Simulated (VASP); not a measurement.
# Ge (Fd-3m) in VASP: notebook

One crystal, Ge, is run at these levels: RPBE, rev-vdW-DF2; tasks: band structure.

Everything below comes from runs of VASP 6.6.1. Logs are shortened: lines on timing, memory, paths and dates and some standing lists are left out, and cuts for length are marked.

**Experimental background.**

“Temperature-dependent photoluminescence in Ge: experiment and theory”, 2020, arxiv:2003.00143 reports, for a bulk crystal of Ge at 0 K: band gap 0.744 eV (indirect).

“Electronic and optical properties of SixGe1-x-ySny alloys lattice-matched to Ge”, 2021, arxiv:2109.02782 reports, for a bulk crystal of Ge at 293 K: band gap 0.666 eV (indirect).

How close the calculation comes is told below.

## 1. The structure

The structure is cubic, space group Fd-3m (No. 227). Conventional cell: a = 5.813 Å, b = 5.813 Å, c = 5.813 Å, α = 90.00°, β = 90.00°, γ = 90.00°. Ge (site symmetry -43m) has 4 Ge at 2.52 Å as nearest neighbours.

## 2. Band structure, RPBE

File INCAR:

```
ALGO = Normal
EDIFF = 1E-6
ENCUT = 520
GGA = RP
ICORELEVEL = 1
ISIF = 2
ISMEAR = 0
LASPH = T
LCHARG = F
LREAL = F
LWAVE = F
NBANDS = 21
NELM = 80
PREC = Accurate
SIGMA = 0.03
```

File KPOINTS:

```
k-points
0
Gamma
  10 10 10
```

File POSCAR:

```
Ge                                      
1.0
    0.0000000000      2.9065388840      2.9065388840
    2.9065388840      0.0000000000      2.9065388840
    2.9065388840      2.9065388840      0.0000000000
  Ge            
     2
Direct
     0.0000000000000000    0.0000000000000000    0.0000000000000000
     0.2500000000000000    0.2500000000000000    0.2500000000000000
```

File KPOINTS_OPT:

```
explicit points
209
Reciprocal
 0.0000000000  0.0000000000  0.0000000000 1
 0.0263157895  0.0000000000  0.0263157895 1
 0.0526315789  0.0000000000  0.0526315789 1
 0.0789473684  0.0000000000  0.0789473684 1
 0.1052631579  0.0000000000  0.1052631579 1
 0.1315789474  0.0000000000  0.1315789474 1
[... 201 lines left out ...]
 0.4250000000  0.0000000000  0.4250000000 1
 0.4500000000  0.0000000000  0.4500000000 1
```

Potentials or basis: VASP PAW PBE potentials, release 64 (Ge_d).

Run with:

```sh
$ cat potpaw_PBE.64/Ge_d/POTCAR > POTCAR
$ mpirun -np 1 vasp_std > vasp.out
```

OUTCAR:

```text
EDIFF = 1E-6
   ENCUT = 520
   GGA = RP
   ISIF = 2
   ISMEAR = 0
   LASPH = T
   LREAL = F
   NELM = 80
   PREC = Accurate

 ion  position               nearest neighbor table
   1  0.000  0.000  0.000-   2 2.52   2 2.52   2 2.52   2 2.52
   2  0.250  0.250  0.250-   1 2.52   1 2.52   1 2.52   1 2.52

  LATTYP: Found a face centered cubic cell.
 ALAT       =     5.8130777680

  Lattice vectors:

 A1 = (   0.0000000000,   2.9065388840,   2.9065388840)
 A2 = (   2.9065388840,   0.0000000000,   2.9065388840)
 A3 = (   2.9065388840,   2.9065388840,   0.0000000000)

Analysis of symmetry for initial positions (statically):
=====================================================================
 Subroutine PRICEL returns:
 Original cell was already a primitive cell.

 Routine SETGRP: Setting up the symmetry group for a
 face centered cubic supercell.

 Subroutine GETGRP returns: Found 48 space group operations
 (whereof 24 operations were pure point group operations)
 out of a pool of 48 trial point group operations.

The static configuration has the point symmetry T_d .
 The point group associated with its full space group is O_h .

Analysis of symmetry for dynamics (positions and initial velocities):
=====================================================================
 Subroutine PRICEL returns:
 Original cell was already a primitive cell.

 Routine SETGRP: Setting up the symmetry group for a
 face centered cubic supercell.

 Subroutine GETGRP returns: Found 48 space group operations
 (whereof 24 operations were pure point group operations)
 out of a pool of 48 trial point group operations.

The dynamic configuration has the point symmetry T_d .
 The point group associated with its full space group is O_h .

 Subroutine INISYM returns: Found 48 space group operations
 (whereof 24 operations are pure point group operations),
 and found     1 'primitive' translations

----------------------------------------------------------------------------------------

                                     Primitive cell

  volume of cell :      49.1087

  direct lattice vectors                    reciprocal lattice vectors
     0.000000000  2.906538884  2.906538884    -0.172025911  0.172025911  0.172025911
     2.906538884  0.000000000  2.906538884     0.172025911 -0.172025911  0.172025911
     2.906538884  2.906538884  0.000000000     0.172025911  0.172025911 -0.172025911

  length of vectors
     4.110466709  4.110466709  4.110466709     0.297957618  0.297957618  0.297957618

  position of ions in fractional coordinates (direct lattice)
     0.000000000  0.000000000  0.000000000
     0.250000000  0.250000000  0.250000000

  ion indices of the primitive-cell ions
   primitive index   ion index
                 1           1
                 2           2

----------------------------------------------------------------------------------------

 KPOINTS: k-points

Automatic generation of k-mesh.
 Grid dimensions read from file:
 generate k-points for:   10   10   10

 Generating k-lattice:

  Cartesian coordinates                     Fractional coordinates (reciprocal lattice)
    -0.017202591  0.017202591  0.017202591     0.100000000  0.000000000  0.000000000
     0.017202591 -0.017202591  0.017202591     0.000000000  0.100000000  0.000000000
     0.017202591  0.017202591 -0.017202591     0.000000000  0.000000000  0.100000000

  Length of vectors
     0.029795762  0.029795762  0.029795762

  Shift w.r.t. Gamma in fractional coordinates (k-lattice)
     0.000000000  0.000000000  0.000000000

 Subroutine IBZKPT returns following result:
 ===========================================

 Found     47 irreducible k-points:

 Following reciprocal coordinates:
            Coordinates               Weight
  0.000000  0.000000  0.000000      1.000000
  0.100000  0.000000  0.000000      8.000000
  0.200000  0.000000  0.000000      8.000000
  0.300000  0.000000  0.000000      8.000000
  0.400000  0.000000  0.000000      8.000000
  0.500000  0.000000  0.000000      4.000000
[... 16 lines left out ...]
  0.300000  0.300000  0.000000      6.000000
  0.400000  0.300000  0.000000     24.000000
 [... further k-points ...]
   k-points           NKPTS =     47   k-points in BZ     NKDIM =     47   number of bands    NBANDS=     21
   number of dos      NEDOS =    301   number of ions     NIONS =      2
   total plane-waves  NPLWV =  32768
   dimension x,y,z NGX =    32 NGY =   32 NGZ =   32
   dimension x,y,z NGXF=    64 NGYF=   64 NGZF=   64
   ions per type =               2
   NGX,Y,Z   is equivalent  to a cutoff of  12.94, 12.94, 12.94 a.u.
   NGXF,Y,Z  is equivalent  to a cutoff of  25.88, 25.88, 25.88 a.u.
 SYSTEM =  unknown system
   PREC   = accura    normal or accurate (medium, high low for compatibility)
   ISTART =      0    job   : 0-new  1-cont  2-samecut
   ICHARG =      2    charge: 1-file 2-atom 10-const
   ISPIN  =      1    spin polarized calculation?
   LNONCOLLINEAR =      F non collinear calculations
   LSORBIT =      F    spin-orbit coupling
   LASPH  =      T    aspherical Exc in radial PAW
   ENCUT  =  520.0 eV  38.22 Ry    6.18 a.u.   7.64  7.64  7.64*2*pi/ulx,y,z
   NELM   =     80;   NELMIN=  2; NELMDL= -5     # of ELM steps
   EDIFF  = 0.1E-05   stopping-criterion for ELM
   LREAL  =      F    real-space projection
   EDIFFG = 0.1E-04   stopping-criterion for IOM
   NSW    =      0    number of steps for IOM
   IBRION =     -1    ionic relax: 0-MD 1-quasi-New 2-CG
   NFREE  =      0    steps in history (QN), initial steepest desc. (CG)
   ISIF   =      2    stress and relaxation
   ISYM   =      2    0-nonsym 1-usesym 2-fastsym
   POTIM  = 0.5000    time-step for ionic-motion
   TEBEG  =    0.0;   TEEND  =   0.0 temperature during run
   PSTRESS=    0.0 pullay stress
   NELECT =      28.0000    total number of electrons
   NUPDOWN=      -1.0000    fix difference up-down
   EMIN   =  10.00;   EMAX   =-10.00  energy-range for DOS
   EFERMI =   0.00;   METHOD = LEGACY
   ISMEAR =     0;   SIGMA  =   0.03  broadening in eV -4-tet -1-fermi 0-gaus
   EFERMI_NEDOS =   21; number of points for ismear=-14 and -15
   IALGO  =     38    algorithm
   IMIX   =      4    mixing-type and parameters
     AMIX     =   0.40;   BMIX     =  1.00
     AMIX_MAG =   1.60;   BMIX_MAG =  1.00
  volume/ion in A,a.u.               =      24.55       165.70
  Fermi-wavevector in a.u.,A,eV,Ry     =   1.357505  2.565312 25.073078  1.842819
  Thomas-Fermi vector in A             =   2.484418
   LORBIT       =      0    0 simple, 1 ext, 2 COOP (PROOUT), +10 PAW based schemes
   GGA     = RP    functional components
   LHFCALC =     F    Hartree Fock is set to
   AEXX    =    0.0000 exact exchange contribution
   IVDW    =     0    specifies the selected vdW correction
   LEPSILON=     F    determine dielectric tensor
   LRPA    =     F    only Hartree local field effects (RPA)
 non-spin polarized calculation
 Gauss-broadening in eV      SIGMA  =   0.03
  energy-cutoff  :      520.00
  volume of cell :       49.11
 maximum number of plane-waves:      1363
   NGX = 15   NGY = 15   NGZ = 15

 number of electron      27.9999978 magnetization

 Free energy of the ion-electron system (eV)
  ---------------------------------------------------
  ext. energy  EPLUGINS =         0.00000000
  ---------------------------------------------------
  free energy    TOTEN  =        -8.36474113 eV

  energy without entropy =       -8.36467021  energy(sigma->0) =       -8.36470567

 the core state eigenenergies are
   1-  1s -10950.7556  2s  -1362.5425  2p  -1189.4074  3s   -159.4906  3p   -106.6195

   2-  1s -10950.7556  2s  -1362.5425  2p  -1189.4074  3s   -159.4906  3p   -106.6195

 E-fermi :   4.3486     XC(G=0):  -9.3593

 val. band max:        4.3442749269   @ k =   0.0000   0.0000   0.0000
 cond. band min:       4.3809621085   @ k =   0.5000   0.0000   0.0000
 fundamental gap:      0.0366871816
 Fermi energy:         4.3486406809

 k-point     1 :       0.0000    0.0000    0.0000
  band No.  band energies     occupation
      1     -20.3988      2.00000
      2     -20.3988      2.00000
      3     -20.3988      2.00000
      4     -20.3691      2.00000
      5     -20.3691      2.00000
      6     -20.1992      2.00000
[... 13 lines left out ...]
     20      13.5746      0.00000
     21      13.5746      0.00000

 k-point     2 :       0.1000    0.0000    0.0000
  band No.  band energies     occupation
      1     -20.4033      2.00000
      2     -20.4033      2.00000
      3     -20.3975      2.00000
      4     -20.3629      2.00000
      5     -20.3629      2.00000
      6     -20.2076      2.00000
[... 13 lines left out ...]
     20      12.9742      0.00000
     21      12.9742      0.00000

 k-point     3 :       0.2000    0.0000    0.0000
  band No.  band energies     occupation
      1     -20.4105      2.00000
      2     -20.4105      2.00000
      3     -20.3939      2.00000
      4     -20.3517      2.00000
      5     -20.3517      2.00000
      6     -20.2178      2.00000
[... 13 lines left out ...]
     20      12.5147      0.00000
     21      12.5147      0.00000

 k-point     4 :       0.3000    0.0000    0.0000
  band No.  band energies     occupation
      1     -20.4156      2.00000
      2     -20.4156      2.00000
      3     -20.3893      2.00000
      4     -20.3423      2.00000
      5     -20.3423      2.00000
      6     -20.2252      2.00000
[... 13 lines left out ...]
     20      12.8399      0.00000
     21      12.8399      0.00000

 k-point     5 :       0.4000    0.0000    0.0000
  band No.  band energies     occupation
      1     -20.4181      2.00000
      2     -20.4181      2.00000
      3     -20.3855      2.00000
      4     -20.3370      2.00000
      5     -20.3370      2.00000
      6     -20.2290      2.00000
[... 13 lines left out ...]
     20      13.9619      0.00000
     21      13.9619      0.00000
[... 382 lines left out ...]
     20      13.4324      0.00000
     21      15.3881      0.00000

 k-point    22 :      -0.2000    0.2000    0.0000
  band No.  band energies     occupation
      1     -20.4224      2.00000
      2     -20.4224      2.00000
      3     -20.3767      2.00000
      4     -20.3432      2.00000
      5     -20.3252      2.00000
      6     -20.2445      2.00000
[... 13 lines left out ...]
     20      13.9660      0.00000
     21      14.3472      0.00000

 k-point    23 :       0.3000    0.3000    0.0000
  band No.  band energies     occupation
      1     -20.4180      2.00000
      2     -20.4180      2.00000
      3     -20.3978      2.00000
      4     -20.3313      2.00000
      5     -20.2980      2.00000
      6     -20.2872      2.00000
[... 13 lines left out ...]
     20      15.0415      0.00000
     21      15.2339      0.00000

 k-point    24 :       0.4000    0.3000    0.0000
  band No.  band energies     occupation
      1     -20.4261      2.00000
      2     -20.4218      2.00000
      3     -20.3846      2.00000
      4     -20.3193      2.00000
      5     -20.3013      2.00000
      6     -20.2843      2.00000
[... 13 lines left out ...]
     20      15.6110      0.00000
     21      15.7234      0.00000

 [... further k-points ...]
[... 5 lines left out ...]
  --------------------------------------------------------------------------------------
  -------------------------------------------------------------------------------------
  Total       -0.0032434     -0.0032434     -0.0032434      0.0000000      0.0000000     -0.0000000
  in kB       -0.1058170     -0.1058170     -0.1058170      0.0000000      0.0000000     -0.0000000
  external PRESSURE =      -0.1058170 kB  Pullay stress =       0.0000000 kB

 VOLUME and BASIS-vectors are now :
 -----------------------------------------------------------------------------
  energy-cutoff  :      520.00
  volume of cell :       49.11
      direct lattice vectors                 reciprocal lattice vectors
     0.000000000  2.906538884  2.906538884    -0.172025911  0.172025911  0.172025911
     2.906538884  0.000000000  2.906538884     0.172025911 -0.172025911  0.172025911
     2.906538884  2.906538884  0.000000000     0.172025911  0.172025911 -0.172025911

 POSITION                                       TOTAL-FORCE (eV/Angst)
 -----------------------------------------------------------------------------------
      0.00000      0.00000      0.00000         0.000000      0.000000      0.000000
      1.45327      1.45327      1.45327        -0.000000     -0.000000     -0.000000
 -----------------------------------------------------------------------------------
    total drift:                               -0.000000      0.000000      0.000000

  FREE ENERGIE OF THE ION-ELECTRON SYSTEM (eV)
  ---------------------------------------------------
  free  energy   TOTEN  =        -8.3647411300 eV

  energy  without entropy=       -8.3646702108  energy(sigma->0) =       -8.36470567
```

It took 53 s on 1 thread of Intel Xeon 6975P-C (Granite Rapids), shared host; peak memory 0.21 GiB.

What came out:

- Free energy: -8.3647 eV
- Pressure: 0.0 GPa
- Band gap along the path: none (metal or under the smearing width)

Levels at the corners of the path, in eV from the Fermi level:
| point | band 11 | band 12 | band 13 | band 14 | band 15 | band 16 | band 17 | band 18 |
| --- | --- | --- | --- | --- | --- | --- | --- | --- |
| Γ | -12.15 | -0.58 | 0.00 | 0.00 | 0.00 | 2.52 | 2.52 | 2.52 |
| X | -8.57 | -8.57 | -2.80 | -2.80 | 0.92 | 0.92 | 8.90 | 8.90 |
| X | -8.57 | -8.57 | -2.80 | -2.80 | 0.92 | 0.92 | 8.90 | 8.90 |
| W | -8.49 | -8.49 | -3.51 | -3.51 | 4.04 | 4.04 | 4.73 | 4.73 |
| W | -8.49 | -8.49 | -3.51 | -3.51 | 4.04 | 4.04 | 4.73 | 4.73 |
| K | -9.02 | -8.01 | -3.90 | -2.40 | 1.27 | 3.97 | 6.80 | 7.01 |
| K | -9.02 | -8.01 | -3.90 | -2.40 | 1.27 | 3.97 | 6.80 | 7.01 |
| Γ | -12.15 | -0.58 | 0.00 | 0.00 | 0.00 | 2.52 | 2.52 | 2.52 |
| Γ | -12.15 | -0.58 | 0.00 | 0.00 | 0.00 | 2.52 | 2.52 | 2.52 |
| L | -10.26 | -7.22 | -1.29 | -1.29 | 0.03 | 3.72 | 3.72 | 7.24 |
| L | -10.26 | -7.22 | -1.29 | -1.29 | 0.03 | 3.72 | 3.72 | 7.24 |
| U | -9.02 | -8.01 | -3.90 | -2.40 | 1.27 | 3.97 | 6.80 | 7.01 |
| U | -9.02 | -8.01 | -3.90 | -2.40 | 1.27 | 3.97 | 6.80 | 7.01 |
| W | -8.49 | -8.49 | -3.51 | -3.51 | 4.04 | 4.04 | 4.73 | 4.73 |
| W | -8.49 | -8.49 | -3.51 | -3.51 | 4.04 | 4.04 | 4.73 | 4.73 |
| L | -10.26 | -7.22 | -1.29 | -1.29 | 0.03 | 3.72 | 3.72 | 7.24 |
| L | -10.26 | -7.22 | -1.29 | -1.29 | 0.03 | 3.72 | 3.72 | 7.24 |
| K | -9.02 | -8.01 | -3.90 | -2.40 | 1.27 | 3.97 | 6.80 | 7.01 |
| U | -9.02 | -8.01 | -3.90 | -2.40 | 1.27 | 3.97 | 6.80 | 7.01 |
| X | -8.57 | -8.57 | -2.80 | -2.80 | 0.92 | 0.92 | 8.90 | 8.90 |

Core levels (eV, on the scale of the bands):
| atom | levels |
| --- | --- |
| 1 Ge | 1s -10950.8, 2s -1362.5, 2p -1189.4, 3s -159.5, 3p -106.6 |
| 2 Ge | 1s -10950.8, 2s -1362.5, 2p -1189.4, 3s -159.5, 3p -106.6 |

Caveat: the PAW data sets were made with another functional, which shifts forces and pressure a little; this crystal is a semiconductor, whose small gap the functional closes, so the metal is an error of the method.

(Part 1 of 2 ends here.)
